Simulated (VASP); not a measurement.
# InP in VASP: relaxation of the atoms with PBEsol

Aim: the relaxation of the atoms of InP with PBEsol.

Everything below comes from runs of VASP 6.6.1. Logs are shortened: lines on timing, memory, paths and dates and some standing lists are left out, and cuts for length are marked.

## 1. The structure

The cell holds a slab with vacuum, 20 atoms: a = 5.861 Å, b = 4.144 Å, c = 34.650 Å, α = 90.00°, β = 90.00°, γ = 90.00°.

## 2. Relaxation of the atoms, PBEsol

Contents of INCAR:

```
SYSTEM = InP
ALGO = Normal
DIPOL = 0.5 0.5 0.500
EDIFF = 1E-6
EDIFFG = -0.015
ENCUT = 520
GGA = PS
IBRION = 2
IDIPOL = 3
ISIF = 2
ISMEAR = 0
KPAR = 8
LASPH = .TRUE.
LCHARG = .FALSE.
LDIPOL = .TRUE.
LREAL = .FALSE.
LWAVE = .FALSE.
NELM = 100
NSW = 100
PREC = Accurate
SIGMA = 0.05
```

Contents of KPOINTS:

```
k-points
0
G
  4 6 1
  0 0 0
```

Contents of POSCAR:

```
InP
1.0
    5.8610000000      0.0000000000      0.0000000000
    0.0000000000      4.1443528450      0.0000000000
    0.0000000000      0.0000000000     34.6495878000
In P
10 10
Direct
    0.5000000000      0.5000000000      0.2308829775
    0.0000000000      0.0000000000      0.2906867603
    0.5000000000      0.5000000000      0.3504905430
    0.0000000000      0.0000000000      0.4102943258
    0.5000000000      0.5000000000      0.4700981086
    0.0000000000      0.0000000000      0.5299018914
    0.5000000000      0.5000000000      0.5897056742
    0.0000000000      0.0000000000      0.6495094570
    0.5000000000      0.5000000000      0.7093132397
    0.0000000000      0.0000000000      0.7691170225
    0.7500000000      0.0000000000      0.2308829775
    0.2500000000      0.5000000000      0.2906867603
    0.7500000000      0.0000000000      0.3504905430
    0.2500000000      0.5000000000      0.4102943258
    0.7500000000      0.0000000000      0.4700981086
    0.2500000000      0.5000000000      0.5299018914
    0.7500000000      0.0000000000      0.5897056742
    0.2500000000      0.5000000000      0.6495094570
    0.7500000000      0.0000000000      0.7093132397
    0.2500000000      0.5000000000      0.7691170225
```

Potentials or basis: VASP PAW PBE potentials, release 64 (In_d, P).

Launch:

```
$ cat potpaw_PBE.64/In_d/POTCAR potpaw_PBE.64/P/POTCAR > POTCAR
$ mpirun -np 8 vasp_std > vasp.out
```

OUTCAR:

```text
SYSTEM = InP
   EDIFF = 1E-6
   EDIFFG = -0.015
   ENCUT = 520
   GGA = PS
   IBRION = 2
   ISIF = 2
   ISMEAR = 0
   LASPH = .TRUE.
   LREAL = .FALSE.
   NELM = 100
   NSW = 100
   PREC = Accurate

 ion  position               nearest neighbor table
   1  0.500  0.500  0.231-  11 2.54  11 2.54  12 2.54
   2  0.000  0.000  0.291-  13 2.54  12 2.54  12 2.54  11 2.54
   3  0.500  0.500  0.350-  12 2.54  13 2.54  13 2.54  14 2.54
   4  0.000  0.000  0.410-  14 2.54  14 2.54  15 2.54  13 2.54
   5  0.500  0.500  0.470-  15 2.54  15 2.54  14 2.54  16 2.54
   6  0.000  0.000  0.530-  16 2.54  16 2.54  17 2.54  15 2.54
   7  0.500  0.500  0.590-  17 2.54  17 2.54  16 2.54  18 2.54
   8  0.000  0.000  0.650-  19 2.54  18 2.54  18 2.54  17 2.54
   9  0.500  0.500  0.709-  18 2.54  19 2.54  19 2.54  20 2.54
  10  0.000  0.000  0.769-  20 2.54  20 2.54  19 2.54
  11  0.750  0.000  0.231-   1 2.54   1 2.54   2 2.54
  12  0.250  0.500  0.291-   3 2.54   2 2.54   2 2.54   1 2.54
  13  0.750  0.000  0.350-   2 2.54   3 2.54   3 2.54   4 2.54
  14  0.250  0.500  0.410-   4 2.54   4 2.54   5 2.54   3 2.54
  15  0.750  0.000  0.470-   5 2.54   5 2.54   4 2.54   6 2.54
  16  0.250  0.500  0.530-   6 2.54   6 2.54   7 2.54   5 2.54
  17  0.750  0.000  0.590-   7 2.54   7 2.54   6 2.54   8 2.54
  18  0.250  0.500  0.650-   9 2.54   8 2.54   8 2.54   7 2.54
  19  0.750  0.000  0.709-   8 2.54   9 2.54   9 2.54  10 2.54
  20  0.250  0.500  0.769-  10 2.54  10 2.54   9 2.54

  LATTYP: Found a simple orthorhombic cell.
 ALAT       =     4.1443528450
 B/A-ratio  =     1.4142135622
 C/A-ratio  =     8.3606751394

  Lattice vectors:

 A1 = (   0.0000000000,  -4.1443528450,   0.0000000000)
 A2 = (   5.8610000000,   0.0000000000,   0.0000000000)
 A3 = (   0.0000000000,   0.0000000000,  34.6495878000)

Analysis of symmetry for initial positions (statically):
=====================================================================
 Subroutine PRICEL returns:
 Original cell was already a primitive cell.

 Routine SETGRP: Setting up the symmetry group for a
 simple orthorhombic supercell.

 Subroutine GETGRP returns: Found  4 space group operations
 (whereof  2 operations were pure point group operations)
 out of a pool of  8 trial point group operations.

The static configuration has the point symmetry C_1h.
 The point group associated with its full space group is C_2v.

[... 187 lines left out ...]
  energy without entropy =      -88.20905468  energy(sigma->0) =      -88.20905468

------------------------ aborting loop because EDIFF is reached ----------------------------------------

  FORCE on cell =-STRESS in cart. coord.  units (eV):
  Direction    XX          YY          ZZ          XY          YZ          ZX
  --------------------------------------------------------------------------------------
  -------------------------------------------------------------------------------------
  Total       -1.1034904     -0.6413005      2.2535917      0.0000000      0.0000000      0.0000000
  in kB       -2.1006448     -1.2208031      4.2900199      0.0000000      0.0000000      0.0000000
  external PRESSURE =       0.3228573 kB  Pullay stress =       0.0000000 kB
[... 143 lines left out ...]
  FREE ENERGIE OF THE ION-ELECTRON SYSTEM (eV)
  ---------------------------------------------------
  free  energy   TOTEN  =       -88.9384869236 eV

  energy  without entropy=      -88.9384869236  energy(sigma->0) =      -88.93848692

[... ionic steps 4 to 23 ...]

--------------------------------------- Ionic step       24  -------------------------------------------

 number of electron     179.9999957 magnetization

------------------------ aborting loop because EDIFF is reached ----------------------------------------
[... 49 lines left out ...]
--------------------------------------- Ionic step       25  -------------------------------------------

 number of electron     179.9999957 magnetization

 dipolmoment           0.000000      0.000000     -0.000000 electrons x Angstroem

------------------------ aborting loop because EDIFF is reached ----------------------------------------

  FORCE on cell =-STRESS in cart. coord.  units (eV):
  Direction    XX          YY          ZZ          XY          YZ          ZX
  --------------------------------------------------------------------------------------
  -------------------------------------------------------------------------------------
  Total       -0.0710770     -0.5670647     -0.1438856      0.0000000      0.0000000      0.0000000
  in kB       -0.1353047     -1.0794852     -0.2739059      0.0000000      0.0000000      0.0000000
  external PRESSURE =      -0.4962319 kB  Pullay stress =       0.0000000 kB
[... 41 lines left out ...]
--------------------------------------- Ionic step       26  -------------------------------------------

 number of electron     179.9999955 magnetization

 dipolmoment           0.000000      0.000000      0.000000 electrons x Angstroem

 Free energy of the ion-electron system (eV)
  ---------------------------------------------------
  ext. energy  EPLUGINS =         0.00000000
  ---------------------------------------------------
  free energy    TOTEN  =       -89.46772517 eV

  energy without entropy =      -89.46772517  energy(sigma->0) =      -89.46772517

 E-fermi :   1.2222     XC(G=0):  -6.0499

 val. band max:        0.9822077398   @ k =   0.0000   0.0000   0.0000
 cond. band min:       1.8759536038   @ k =   0.0000   0.0000   0.0000
 fundamental gap:      0.8937458640
 Fermi energy:         1.2222388533

 k-point     1 :       0.0000    0.0000    0.0000
  band No.  band energies     occupation
      1     -13.3830      2.00000
      2     -13.3830      2.00000
      3     -13.3398      2.00000
      4     -13.3312      2.00000
      5     -13.3146      2.00000
      6     -13.2957      2.00000
[... 1249 lines left out ...]
    101       4.9814      0.00000
    102       4.9814      0.00000
 [bands above 102 left out]

------------------------ aborting loop because EDIFF is reached ----------------------------------------

 vacuum level on the upper side and lower side of the slab       (xc-potential included)        -0.008        -0.008

  FORCE on cell =-STRESS in cart. coord.  units (eV):
  Direction    XX          YY          ZZ          XY          YZ          ZX
  --------------------------------------------------------------------------------------
  -------------------------------------------------------------------------------------
  Total       -0.0858133     -0.5701024     -0.1431306      0.0000000      0.0000000      0.0000000
  in kB       -0.1633574     -1.0852679     -0.2724686      0.0000000      0.0000000      0.0000000
  external PRESSURE =      -0.5070313 kB  Pullay stress =       0.0000000 kB
[... 35 lines left out ...]
  FREE ENERGIE OF THE ION-ELECTRON SYSTEM (eV)
  ---------------------------------------------------
  free  energy   TOTEN  =       -89.4677251721 eV

  energy  without entropy=      -89.4677251721  energy(sigma->0) =      -89.46772517

 reached required accuracy - stopping structural energy minimisation

 vacuum level on the upper side and lower side of the slab         6.118         6.118
```

It took 67 min on 8 MPI ranks of Intel Xeon 6975P-C (Granite Rapids), shared host; peak memory 1.4 GiB.

What came out:

* Free energy: -89.4677 eV
* Energy gained by relaxing: 62.9 meV/atom
* Ionic steps: 26
* Largest force after relaxing: 0.010 eV/Å
* Band gap on the k mesh: 0.89 eV, direct

Forces on the atoms (eV/Å):
```
In   0.005  0.000 -0.001
In   0.000  0.000  0.001
In   0.004  0.000 -0.002
In  -0.007  0.000  0.005
In  -0.001  0.000 -0.005
In  -0.001  0.000  0.005
In  -0.007  0.000 -0.005
In   0.004  0.000  0.002
In   0.000  0.000 -0.001
In   0.005  0.000  0.001
P    0.006  0.000  0.000
P   -0.002  0.000  0.000
P   -0.010  0.000  0.000
P    0.007  0.000 -0.007
P   -0.001  0.000  0.004
P   -0.001  0.000 -0.004
P    0.007  0.000  0.007
P   -0.010  0.000  0.000
P   -0.002  0.000  0.000
P    0.006  0.000  0.000
```

The path:
```csv
step,energy change (eV),largest force (eV/Å),pressure (GPa)
1,0.0000,1.5440,0.03
2,-0.3636,1.2192,0.08
3,-0.7294,0.8661,0.21
4,-1.0348,0.5945,0.06
5,-1.1756,0.3778,-0.11
6,-1.2133,0.1961,-0.07
7,-1.2141,0.1705,-0.08
8,-1.2276,0.1525,-0.06
9,-1.2333,0.1511,-0.04
10,-1.2437,0.0754,-0.05
11,-1.2474,0.0758,-0.02
12,-1.2515,0.0501,0.00
13,-1.2518,0.0554,0.00
14,-1.2537,0.0467,-0.01
15,-1.2542,0.0448,-0.02
16,-1.2559,0.0310,-0.04
17,-1.2564,0.0452,-0.05
18,-1.2574,0.0250,-0.06
19,-1.2574,0.0267,-0.06
20,-1.2580,0.0223,-0.06
21,-1.2581,0.0254,-0.05
22,-1.2581,0.0349,-0.05
23,-1.2582,0.0286,-0.05
24,-1.2584,0.0222,-0.05
25,-1.2584,0.0225,-0.05
26,-1.2587,0.0098,-0.05
```

Final structure:
```cif
data_structure
_symmetry_space_group_name_H-M 'P 1'
_symmetry_Int_Tables_number 1
_cell_length_a 5.8610
_cell_length_b 4.1444
_cell_length_c 34.6496
_cell_angle_alpha 90.000
_cell_angle_beta 90.000
_cell_angle_gamma 90.000
_cell_volume 841.64
loop_
_atom_site_label
_atom_site_type_symbol
_atom_site_fract_x
_atom_site_fract_y
_atom_site_fract_z
_atom_site_occupancy
In1 In 0.55960 0.50000 0.24264 1
In2 In 0.98686 0.00000 0.28663 1
In3 In 0.49070 0.50000 0.35091 1
In4 In 0.98943 0.00000 0.40903 1
In5 In 0.49087 0.50000 0.47052 1
In6 In 0.99087 0.00000 0.52948 1
In7 In 0.48943 0.50000 0.59097 1
In8 In 0.99070 0.00000 0.64909 1
In9 In 0.48686 0.50000 0.71337 1
In10 In 0.05960 0.00000 0.75736 1
P1 P 0.76918 0.00000 0.22260 1
P2 P 0.23788 0.50000 0.29054 1
P3 P 0.74367 0.00000 0.34859 1
P4 P 0.24023 0.50000 0.41053 1
P5 P 0.74160 0.00000 0.46946 1
P6 P 0.24160 0.50000 0.53054 1
P7 P 0.74023 0.00000 0.58947 1
P8 P 0.24367 0.50000 0.65141 1
P9 P 0.73788 0.00000 0.70946 1
P10 P 0.26918 0.50000 0.77740 1
```

Caveat: the PAW data sets were made with another functional, which shifts forces and pressure a little; spin-orbit coupling is left out, which moves the levels of the heavy elements.
